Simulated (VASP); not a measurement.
# ZnSe (F-43m) in VASP: further runs, part 2 of 2

VASP 6.6.1. The steps go on from the part before.

**3. Band structure, PBEsol, spin-orbit coupling, no magnetisation**

File INCAR:

```
PREC = Accurate
ENCUT = 520
EDIFF = 1E-6
ISMEAR = 0
SIGMA = 0.03
LREAL = F
LASPH = T
NELM = 80
ALGO = Fast
ISIF = 2
LWAVE = F
LCHARG = F
MAGMOM = 0 0 0 0 0 0
LORBIT = 11
LSORBIT = T
GGA_COMPAT = F
GGA = PS
NBANDS = 32
```

File KPOINTS:

```
Automatic mesh
0
Gamma
  6 6 6
```

File POSCAR:

```
ZnSe                                    
1.0
    0.0000000000      2.8206646090      2.8206646090
    2.8206646090      0.0000000000      2.8206646090
    2.8206646090      2.8206646090      0.0000000000
  Zn              Se            
     1     1
Direct
     0.0000000000000000    0.0000000000000000    0.0000000000000000
     0.2500000000000000    0.2500000000000000    0.2500000000000000
```

KPOINTS_OPT is that of step 2.

Potentials or basis: VASP PAW PBE potentials, release 64 (Zn, Se).

Command:

```
> cat potpaw_PBE.64/Zn/POTCAR potpaw_PBE.64/Se/POTCAR > POTCAR
> mpirun -np 1 vasp_ncl > vasp.out
```

OUTCAR:

```text
PREC = Accurate
   ENCUT = 520
   EDIFF = 1E-6
   ISMEAR = 0
   LREAL = F
   LASPH = T
   NELM = 80
   ISIF = 2
   LORBIT = 11
   LSORBIT = T
   GGA = PS

 ion  position               nearest neighbor table
   1  0.000  0.000  0.000-   2 2.44   2 2.44   2 2.44   2 2.44
   2  0.250  0.250  0.250-   1 2.44   1 2.44   1 2.44   1 2.44

  LATTYP: Found a face centered cubic cell.
 ALAT       =     5.6413292180

  Lattice vectors:

 A1 = (   0.0000000000,   2.8206646090,   2.8206646090)
 A2 = (   2.8206646090,   0.0000000000,   2.8206646090)
 A3 = (   2.8206646090,   2.8206646090,   0.0000000000)

Analysis of symmetry for initial positions (statically):
=====================================================================
 Subroutine PRICEL returns:
 Original cell was already a primitive cell.

 Routine SETGRP: Setting up the symmetry group for a
 face centered cubic supercell.

 Subroutine GETGRP returns: Found 24 space group operations
 (whereof 24 operations were pure point group operations)
[... 962 lines left out ...]
     0.0000000     0.0000000     0.0000000     0.0000000     0.0000000     0.0000000     0.0000000
     0.0000000     0.0000000     0.0000000     0.0000000     0.0000000     0.0000000     0.0000000
     0.0000000     0.0000000     0.0000000     0.0000000     0.0000000     0.0000000     0.0000000
     0.0000000     0.0000000     0.0000000     0.0000000     0.0000000     0.0000000     0.0000000
     0.0000000     0.0000000     0.0000000     0.0000000     0.0000000     0.0000000     0.0000000
     0.0000000     0.0000000     0.0000000     0.0000000     0.0000000     0.0000000     0.0000000

 Ion:    2  E_soc:     -0.0368909
 l=   1
     0.0000000    -0.0061401    -0.0061401
    -0.0061401     0.0000000    -0.0061401
    -0.0061401    -0.0061401     0.0000000
 l=   2
     0.0000000    -0.0000040     0.0000000    -0.0000040    -0.0000043
    -0.0000040     0.0000000    -0.0000033    -0.0000040    -0.0000011
     0.0000000    -0.0000033     0.0000000    -0.0000033     0.0000000
    -0.0000040    -0.0000040    -0.0000033     0.0000000    -0.0000011
    -0.0000043    -0.0000011     0.0000000    -0.0000011     0.0000000
 l=   3
     0.0000000     0.0000000     0.0000000     0.0000000     0.0000000     0.0000000     0.0000000
     0.0000000     0.0000000     0.0000000     0.0000000     0.0000000     0.0000000     0.0000000
     0.0000000     0.0000000     0.0000000     0.0000000     0.0000000     0.0000000     0.0000000
     0.0000000     0.0000000     0.0000000     0.0000000     0.0000000     0.0000000     0.0000000
     0.0000000     0.0000000     0.0000000     0.0000000     0.0000000     0.0000000     0.0000000
     0.0000000     0.0000000     0.0000000     0.0000000     0.0000000     0.0000000     0.0000000
     0.0000000     0.0000000     0.0000000     0.0000000     0.0000000     0.0000000     0.0000000

 total charge

# of ion       s       p       d       tot
------------------------------------------
    1        0.540   0.462   9.786  10.788
    2        1.437   2.421   0.032   3.889
--------------------------------------------------
tot          1.977   2.883   9.817  14.677

 magnetization (x)

# of ion       s       p       d       tot
------------------------------------------
    1       -0.000  -0.000  -0.000  -0.000
    2       -0.000   0.000   0.000   0.000
--------------------------------------------------
tot         -0.000  -0.000  -0.000  -0.000

 magnetization (y)

# of ion       s       p       d       tot
------------------------------------------
    1       -0.000  -0.000   0.000  -0.000
    2        0.000   0.000   0.000   0.000
--------------------------------------------------
tot         -0.000  -0.000   0.000  -0.000

 magnetization (z)

# of ion       s       p       d       tot
------------------------------------------
    1       -0.000   0.000   0.000   0.000
    2        0.000   0.000   0.000   0.000
--------------------------------------------------
tot         -0.000   0.000   0.000   0.000
```

OSZICAR:

```text
N       E                     dE             d eps       ncg     rms          rms(c)
DAV:   1     0.127801730685E+03    0.12780E+03   -0.81463E+03  1408   0.129E+03
DAV:   2     0.648569676348E+01   -0.12132E+03   -0.11270E+03  1424   0.315E+02
DAV:   3    -0.679670413723E+01   -0.13282E+02   -0.13085E+02  1688   0.984E+01
DAV:   4    -0.709622440451E+01   -0.29952E+00   -0.29912E+00  1624   0.153E+01
DAV:   5    -0.709770055742E+01   -0.14762E-02   -0.14761E-02  1616   0.104E+00    0.480E+00
RMM:   6    -0.681906267117E+01    0.27864E+00   -0.64905E-01  1632   0.797E+00    0.382E+00
RMM:   7    -0.679306656652E+01    0.25996E-01   -0.96377E-02  1643   0.313E+00    0.157E+00
RMM:   8    -0.679076996452E+01    0.22966E-02   -0.18090E-02  1783   0.908E-01    0.584E-01
RMM:   9    -0.679014308675E+01    0.62688E-03   -0.30749E-03  1728   0.615E-01    0.222E-01
RMM:  10    -0.679015850062E+01   -0.15414E-04   -0.42559E-04  1769   0.183E-01    0.818E-02
[... 56 further cycles ...]
DAV:   6    -0.169275605736E+04   -0.16741E-03     1744
DAV:   7    -0.169275605896E+04   -0.15994E-05     1424
DAV:   8    -0.169275605902E+04   -0.69204E-07     1400
       N       E                     dE             ncg
DAV:   1     0.102779245744E+05   -0.27617E+04      320
DAV:   2     0.967338249397E+04   -0.60454E+03      320
DAV:   3     0.960812856413E+04   -0.65254E+02      392
DAV:   4     0.960689481129E+04   -0.12338E+01      408
DAV:   5     0.960688993596E+04   -0.48753E-02      392
DAV:   6     0.960688990071E+04   -0.35244E-04      416
DAV:   7     0.960688990037E+04   -0.33860E-06      328
```

Wall time 2.4 min (1 thread of Intel Xeon 6975P-C (Granite Rapids), shared host); peak memory 0.33 GiB.

What came out:

* Free energy: -6.7902 eV
* Pressure: 0.1 GPa
* Valence electrons inside the program's atomic spheres: Zn 10.79; Se 3.89

Caveat: the PAW data sets were made with another functional, which shifts forces and pressure a little.

**4. Against experiment**

Step 2. Measured gap of ZnSe: 2.695 eV (an exciton energy, a little under the gap; 300 K; “Alloy Disordering Effects on the Thermal Conductivity and Energy Gap Temperature Dependence of Cd1−xZnxSe Ternary Crystals Grown by the Bridgman Method”, 2023, pmc:10253836). This calculation gives 1.23 eV (-1.47 eV). So large a miss can be the level of theory's own, or it may mean another phase, state or a wrong row. Spin-orbit coupling on Se is left out. The value is that of PBEsol, without temperature or zero-point motion. Semilocal functionals fall short of measured gaps as a rule.
